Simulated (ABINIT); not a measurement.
# B (P4/mmm) in ABINIT: a series of runs, part 2 of 2

ABINIT 10.8.3 (patched build). The steps go on from the part before.

### Step 4. Single point, r2SCAN

File run.abi:

```
# Pseudopotentials
pp_dirpath "./"
pseudos "B.GGA_PBE-JTH.xml"

# Structure
acell 2.34611 2.34611 1.58579 Angstrom
rprim
     1.0000000000     0.0000000000     0.0000000000
     0.0000000000     1.0000000000     0.0000000000
     0.0000000000     0.0000000000     1.0000000000
ntypat 1
znucl 5
natom 1
typat 1
xred
     0.5000000000     0.5000000000     0.5000000000

# Plane-wave basis
ecut 18.0
pawecutdg 36.0
pawovlp 30

# k points
kptopt 1
ngkpt 11 11 16
nshiftk 1
shiftk 0.0 0.0 0.0

# Exchange and correlation
ixc -497498
usekden 1
pawxcdev 0

# Bands and occupations
nband 6
occopt 3
tsmear 0.05 eV

# SCF cycle
nstep 100
tolvrs 1.0e-7

# Output
iomode 3
prtwf 0
prtden 0
prteig 0
prtebands 0
enunit 1
```

Potentials or basis: JTH PAW PBE v2.0.

Command:

```sh
abinit run.abi > log 2>&1
```

run.abo:

```text
.Version 10.8.3 of ABINIT
 Symmetries : space group P4/m m m (#123); Bravais tP (primitive tetrag.)
================================================================================
 Values of the parameters that define the memory need of the present run
     intxc =       0    ionmov =       0      iscf =      17    lmnmax =       8
     lnmax =       4     mgfft =      18  mpssoang =       2    mqgrid =    3001
     natom =       1  nloc_mem =       2    nspden =       1   nspinor =       1
    nsppol =       1      nsym =      16    n1xccc =       1    ntypat =       1
    occopt =       3   xclevel =       2
       mpw =         226          nfft =        3888          nkpt =         189
 PAW method is used; the additional fine FFT grid is defined by:
   mgfftf=        24    nfftf =     10368
================================================================================
================================================================================

--------------------------------------------------------------------------------
------------- Echo of variables that govern the present computation ------------
--------------------------------------------------------------------------------
 -outvars: echo values of preprocessed input variables --------
            acell      4.4335053613E+00  4.4335053613E+00  2.9967087932E+00 Bohr
              amu      1.08110000E+01
             ecut      1.80000000E+01 Hartree
           enunit           1
                       outvar_i_n : Printing only first  50 k-points.
              ixc     -497498
                       outvar_i_n : Printing only first  50 k-points.
         kptrlatt       11    0    0      0   11    0      0    0   16
          kptrlen      4.79473407E+01
            natom           1
            nband           6
            ngfft          18      18      12
          ngfftdg          24      24      18
             nkpt         189
            nstep         100
             nsym          16
           ntypat           1
                       prtocc : prtvol=0, do not print more k-points.
           occopt           3
        pawecutdg      3.60000000E+01 Hartree
          pawovlp      3.0000000000E+01
         pawxcdev           0
           prtden           0
        prtebands           0
           prteig           0
          prtkden           1
            prtwf           0
          spgroup         123
           tolvrs      1.00000000E-07
           tsmear      1.83746611E-03 Hartree
            typat      1
[... 125 lines left out ...]

 cartesian coordinates (angstrom) at end:
    1      1.17305500000000     1.17305500000000     0.79289500000000

 cartesian forces (hartree/bohr) at end:
    1     -0.00000000000000    -0.00000000000000    -0.00000000000000
 frms,max,avg= 0.0000000E+00 0.0000000E+00   0.000E+00  0.000E+00  0.000E+00 h/b

 cartesian forces (eV/Angstrom) at end:
    1     -0.00000000000000    -0.00000000000000    -0.00000000000000
 frms,max,avg= 0.0000000E+00 0.0000000E+00   0.000E+00  0.000E+00  0.000E+00 e/A
 length scales=  4.433505361254  4.433505361254  2.996708793203 bohr
              =  2.346110000000  2.346110000000  1.585790000000 angstroms
 Fermi (or HOMO) energy (eV) =   5.85241   Average Vxc (eV)= -11.69068
 Eigenvalues (   eV  ) for nkpt= 189  k points:
 kpt#   1, nband=  6, wtk=  0.00052, kpt=  0.0000  0.0000  0.0000 (reduced coord)
  -9.13892   10.70909   10.70909   20.66763   22.20577   33.50142
 prteigrs : prtvol=0 or 1, do not print more k-points.

--- !EnergyTerms
iteration_state     : {dtset: 1, }
comment             : Components of total free energy in Hartree
kinetic             :  1.62063482709743E+00
hartree             :  1.76898522172468E-01
xc                  : -1.08047884336271E+00
Ewald energy        : -3.10686345866103E+00
psp_core            :  2.13663736164641E-01
local_psp           : -9.05366287705891E-01
PAW spherical_terms :  4.10377990110763E-01
internal            : -2.67113351418433E+00
'-kT*entropy'       : -6.67204923124430E-05
total_energy        : -2.67120023467664E+00
total_energy_eV     : -7.26870613261412E+01
...

--- !EnergyTermsDC
iteration_state     : {dtset: 1, }
comment             : '"Double-counting" decomposition of free energy'
band_energy         : -7.84323313147215E-02
Ewald energy        : -3.10686345866103E+00
psp_core            :  2.13663736164641E-01
xc_dc               :  1.57051193946754E-01
PAW spherical_terms :  1.43426274578149E-01
internal            : -2.67115458528621E+00
'-kT*entropy'       : -6.67204923124430E-05
total_energy_dc     : -2.67122130577852E+00
total_energy_dc_eV  : -7.26876347000330E+01
...

--- !EnergyTermsWithPAWCore
iteration_state     : {dtset: 1, }
comment             : 'Components of total free energy, including PAW core contributions'
Total energy        : -2.48329784046102E+01
Total energy DC     : -2.48329994757121E+01
Total energy (eV)   : -6.75739767005954E+02
Total energy DC (eV): -6.75740340379846E+02
...

 Cartesian components of stress tensor (hartree/bohr^3)
  sigma(1 1)= -5.65260944E-05  sigma(3 2)=  0.00000000E+00
  sigma(2 2)= -5.65260944E-05  sigma(3 1)=  0.00000000E+00
  sigma(3 3)=  1.95634893E-04  sigma(2 1)=  0.00000000E+00

-Cartesian components of stress tensor (GPa)         [Pressure= -8.0989E-01 GPa]
- sigma(1 1)= -1.66305511E+00  sigma(3 2)=  0.00000000E+00
- sigma(2 2)= -1.66305511E+00  sigma(3 1)=  0.00000000E+00
- sigma(3 3)=  5.75577726E+00  sigma(2 1)=  0.00000000E+00

== END DATASET(S) ==============================================================
================================================================================

 -outvars: echo values of variables after computation  --------
            acell      4.4335053613E+00  4.4335053613E+00  2.9967087932E+00 Bohr
           etotal     -2.6712213058E+00
            fcart     -0.0000000000E+00 -0.0000000000E+00 -0.0000000000E+00
           strten     -5.6526094362E-05 -5.6526094362E-05  1.9563489282E-04
                       0.0000000000E+00  0.0000000000E+00  0.0000000000E+00
           xangst      1.1730550000E+00  1.1730550000E+00  7.9289500000E-01
             xred      5.0000000000E-01  5.0000000000E-01  5.0000000000E-01
 Calculation completed.
```

Wall time 13 s (1 thread of Arm Neoverse V2, shared host); peak memory 0.07 GiB.

Results:

```
Free energy            : -72.6876 eV
Pressure               : -0.8 GPa
Band gap on the k mesh : none (metal or under the smearing width)
```

Levels at points of the mesh, in eV from the Fermi level:
```csv
k point,band 1,band 2,band 3,band 4
"(0.00, 0.00, 0.00)",-14.99,4.86,4.86,14.82
"(0.00, 0.00, 0.50)",-6.50,1.45,14.80,14.80
```

Caveat: totals of a meta-GGA on PAW files have another zero than those of a GGA; the PAW data sets were made with another functional, which shifts forces and pressure a little; the atomic spheres overlap.

### Step 5. Single point, SCAN

run.abi: that of step 4 with these lines changed.

```diff
@@ -29,3 +29,3 @@
 # Exchange and correlation
-ixc -497498
+ixc -263267
 usekden 1
```

Potentials or basis: JTH PAW PBE v2.0.

Command:

```sh
abinit run.abi > log 2>&1
```

run.abo:

```text
.Version 10.8.3 of ABINIT
 Symmetries : space group P4/m m m (#123); Bravais tP (primitive tetrag.)
================================================================================
 Values of the parameters that define the memory need of the present run
     intxc =       0    ionmov =       0      iscf =      17    lmnmax =       8
     lnmax =       4     mgfft =      18  mpssoang =       2    mqgrid =    3001
     natom =       1  nloc_mem =       2    nspden =       1   nspinor =       1
    nsppol =       1      nsym =      16    n1xccc =       1    ntypat =       1
    occopt =       3   xclevel =       2
       mpw =         226          nfft =        3888          nkpt =         189
 PAW method is used; the additional fine FFT grid is defined by:
   mgfftf=        24    nfftf =     10368
================================================================================
================================================================================

[... 210 lines left out ...]
iteration_state     : {dtset: 1, }
comment             : 'Components of total free energy, including PAW core contributions'
Total energy        : -2.48393540513815E+01
Total energy DC     : -2.48394073043079E+01
Total energy (eV)   : -6.75913257192816E+02
Total energy DC (eV): -6.75914706278764E+02
...

 Cartesian components of stress tensor (hartree/bohr^3)
  sigma(1 1)= -3.35462087E-06  sigma(3 2)=  0.00000000E+00
  sigma(2 2)= -3.35462087E-06  sigma(3 1)=  0.00000000E+00
  sigma(3 3)=  2.78874888E-04  sigma(2 1)=  0.00000000E+00

-Cartesian components of stress tensor (GPa)         [Pressure= -2.6691E+00 GPa]
- sigma(1 1)= -9.86963534E-02  sigma(3 2)=  0.00000000E+00
- sigma(2 2)= -9.86963534E-02  sigma(3 1)=  0.00000000E+00
- sigma(3 3)=  8.20478246E+00  sigma(2 1)=  0.00000000E+00

== END DATASET(S) ==============================================================
================================================================================

 -outvars: echo values of variables after computation  --------
            acell      4.4335053613E+00  4.4335053613E+00  2.9967087932E+00 Bohr
           etotal     -2.6835400036E+00
            fcart     -0.0000000000E+00 -0.0000000000E+00 -0.0000000000E+00
           strten     -3.3546208672E-06 -3.3546208672E-06  2.7887488762E-04
                       0.0000000000E+00  0.0000000000E+00  0.0000000000E+00
           xangst      1.1730550000E+00  1.1730550000E+00  7.9289500000E-01
             xred      5.0000000000E-01  5.0000000000E-01  5.0000000000E-01
 Calculation completed.
```

Run time: 13 s. Hardware: 1 thread of Arm Neoverse V2, shared host; peak memory 0.07 GiB.

Results:

```yaml
Free_energy: -73.0228 eV
Pressure: -2.7 GPa
Band_gap_on_the_k_mesh: none (metal or under the smearing width)
```

Caveat: totals of a meta-GGA on PAW files have another zero than those of a GGA; the PAW data sets were made with another functional, which shifts forces and pressure a little; the atomic spheres overlap.

### Step 6. Overview

```csv
level,gap on the mesh (eV),pressure (GPa)
BLYP,none,3.4
AM05,none,-2.9
r2SCAN,none,-0.8
SCAN,none,-2.7
```

Alike in all rows: task single point; potentials or basis JTH PAW PBE v2.0; no spin polarisation; cell as given; k mesh 11 × 11 × 16; cutoff (eV) 490; smearing fermi-dirac 0.05 eV.

Every run on the cell as given and a fine mesh finds a metal. The pressure there spans -2.9 GPa (AM05) to 3.4 GPa (BLYP); a positive pressure means that this level wants a larger cell, a negative one a smaller.

Caveats: the PAW data sets were made with another functional, which shifts forces and pressure a little; the atomic spheres overlap; totals of a meta-GGA on PAW files have another zero than those of a GGA (some runs).

Total energies depend on the potentials used, so only differences within one code and one set of settings carry meaning.
